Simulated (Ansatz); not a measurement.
## In: phonon entropy and phonon heat capacity against temperature

Harmonic phonon free energy (zero-point part included), entropy and heat capacity at constant volume from interpolated force constants; periodic cell, basis, potentials, k mesh and filling as listed. The results are calculated, by Ansatz 0.2.0.

Structure of every row (space group I4/mmm, No. 139):
```
cell vectors (Å)
  -1.6255     1.6255     2.4737
   1.6255    -1.6255     2.4737
   1.6255     1.6255    -2.4737
atoms (fractions of the cell vectors)
In  0.00000  0.00000  0.00000
```

Settings of every row: functional PBE; dispersion D3(BJ)+ATM; potentials norm-conserving; wave cutoff 952.4 eV; density cutoff 3809.6 eV; k mesh 12x12x12; k shift 0x0x0; occupations fermi dirac; smearing width 0.3 eV; spin none; lower state search standard; phonon method finite displacements; phonon supercell 2x2x2; dipole term of polar modes left out.

Limits: coarse k mesh, up to 40 meV an atom off; volume not checked for rest; wide smearing.

| row | temperature (K) | phonon entropy (k_B/atom) | phonon heat capacity (k_B/atom) | phonon free energy (meV/atom) |
| --- | --- | --- | --- | --- |
| 1 | 160 | 4.975 | 2.898 | -25.79 |
| 2 | 240 | ? | ? | ? |
| 3 | 320 | 7.015 | 2.974 | -110 |
| 4 | 400 | 7.68 | 2.983 | -160.74 |
| 5 | 480 | 8.224 | 2.988 | -215.62 |
| 6 | 560 | 8.685 | 2.991 | -273.95 |
| 7 | 640 | 9.085 | 2.993 | -335.23 |
| 8 | 720 | 9.437 | 2.995 | -399.1 |
| 9 | 800 | 9.753 | 2.996 | -465.26 |
| 10 | 880 | 10.039 | 2.996 | -533.5 |
| 11 | 960 | 10.299 | 2.997 | -603.61 |

Question: what phonon entropy and phonon heat capacity should row 2 give?

Worked fit of phonon entropy. Entropy rises as the heat capacity times the change of ln T, so take t = ln(T / 300 K). The shown rows have t = -0.6286, 0.0645, 0.2877, 0.47, 0.6242, 0.7577, 0.8755, 0.9808, 1.0761, 1.1632. Least squares give phonon entropy = 6.8268 + 2.96126 × t + 0.02208 × t² k_B/atom; a straight line predicts inner rows, each left out in turn, worse (root mean square 0.0066 against 0.0018 k_B/atom). The rows lie off it by 0.001, -0.003, -0.001, 0.001, 0.001, 0.002, 0.001, 0.001, 0.000, -0.002. The slope at t = 0, 2.96 k_B/atom, estimates the heat capacity at 300 K. The withheld row has t = -0.2231, so the fit gives 6.8268 + 2.96126 × (-0.2231) + 0.02208 × (-0.2231)² = 6.167 k_B/atom.

The calculation gave 6.162 k_B/atom. The fit lies 0.005 k_B/atom (0.094 % of the column's range) above it; its largest miss of a shown row is 0.003 k_B/atom.

Worked fit of phonon heat capacity. At high temperature a harmonic heat capacity falls short of its limit by a term in 1/T², so take t = (100 K / T)². The shown rows have t = 0.39062, 0.09766, 0.0625, 0.0434, 0.03189, 0.02441, 0.01929, 0.01562, 0.01291, 0.01085. Their means are 0.070915 and 2.9811 k_B/atom; the sums about the means are S_tt = 0.1201 and S_ty = -0.03126, whose ratio is the slope. Least squares give phonon heat capacity = 2.9996 − 0.2602 × t k_B/atom. All shown rows lie on it to the printed digit. The constant, 2.9996 k_B/atom, is to be held against the harmonic limit of 3 k_B an atom. The withheld row has t = 0.17361, so the fit gives 2.9996 − 0.2602 × (0.17361) = 2.954 k_B/atom.

The calculation gave 2.954 k_B/atom. The fit meets it to the printed digit.

The other values of row 2: phonon free energy -64.44 meV/atom.
